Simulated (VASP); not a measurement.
Set up this calculation in VASP 6.6.1, as the native input.

- Task: band structure
- Functional: r2SCAN
- Potentials or basis: VASP PAW PBE potentials, release 64 (Zn, O)
- Cutoff: 520 eV
- k mesh: 10 × 10 × 6
- Occupations: gaussian, width 0.02 eV
- Spin: no spin polarisation
- Ladder: gaps
- Further INCAR settings: ALGO = Normal; EDIFF = 1e-06

The structure of ZnO (zincite) lies in POSCAR:

```
ZnO
1.0
    3.2493080000      0.0000000000      0.0000000000
   -1.6246540000      2.8139832727      0.0000000000
    0.0000000000      0.0000000000      5.2057090000
Zn O
2 2
Direct
    0.6666666667      0.3333333333      0.0000000000
    0.3333333333      0.6666666667      0.5000000000
    0.3333333333      0.6666666667      0.8790100000
    0.6666666667      0.3333333333      0.3790100000
```

One way to write it, as run:

INCAR

```
SYSTEM = ZnO
  PREC = Accurate
  ENCUT = 520
  EDIFF = 1E-6
  ISMEAR = 0
  SIGMA = 0.02
  LREAL = .FALSE.
  LASPH = .TRUE.
  NELM = 80
  ALGO = Normal
  ISIF = 2
  LWAVE = .FALSE.
  LCHARG = .FALSE.
  METAGGA = R2SCAN
  LMIXTAU = .TRUE.
```

KPOINTS

```
Automatic mesh
0
G
  10 10 6
  0 0 0
```

KPOINTS_OPT

```
path GMKGALHA,LM,KH
10
line-mode
reciprocal
 0.0000000000  0.0000000000  0.0000000000  G
 0.5000000000  0.0000000000  0.0000000000  M

 0.5000000000  0.0000000000  0.0000000000  M
 0.3333333333  0.3333333333  0.0000000000  K

 0.3333333333  0.3333333333  0.0000000000  K
 0.0000000000  0.0000000000  0.0000000000  G

 0.0000000000  0.0000000000  0.0000000000  G
 0.0000000000  0.0000000000  0.5000000000  A

 0.0000000000  0.0000000000  0.5000000000  A
 0.5000000000  0.0000000000  0.5000000000  L

 0.5000000000  0.0000000000  0.5000000000  L
 0.3333333333  0.3333333333  0.5000000000  H

 0.3333333333  0.3333333333  0.5000000000  H
 0.0000000000  0.0000000000  0.5000000000  A

 0.5000000000  0.0000000000  0.5000000000  L
 0.5000000000  0.0000000000  0.0000000000  M

 0.3333333333  0.3333333333  0.0000000000  K
 0.3333333333  0.3333333333  0.5000000000  H
```

Potentials or basis: VASP PAW PBE potentials, release 64 (Zn, O).

Launch:

```sh
$ cat potpaw_PBE.64/Zn/POTCAR potpaw_PBE.64/O/POTCAR > POTCAR
$ mpirun -np 1 vasp_std > vasp.out
```

It gave:

| Item | Value |
| --- | --- |
| Pressure | -0.2 GPa |
| Largest force | 0.086 eV/Å |
| Band gap on the k mesh | 1.23 eV, direct |
| Band gap along the path | 1.23 eV, direct |

Caveat: the PAW data sets were made with another functional, which shifts forces and pressure a little.

Wall time 6.7 min on 1 thread of Intel(R) Xeon(R) Platinum 8259CL CPU @ 2.50GHz (Skylake/Cascade Lake), with other jobs on the host, peak memory 0.25 GiB.
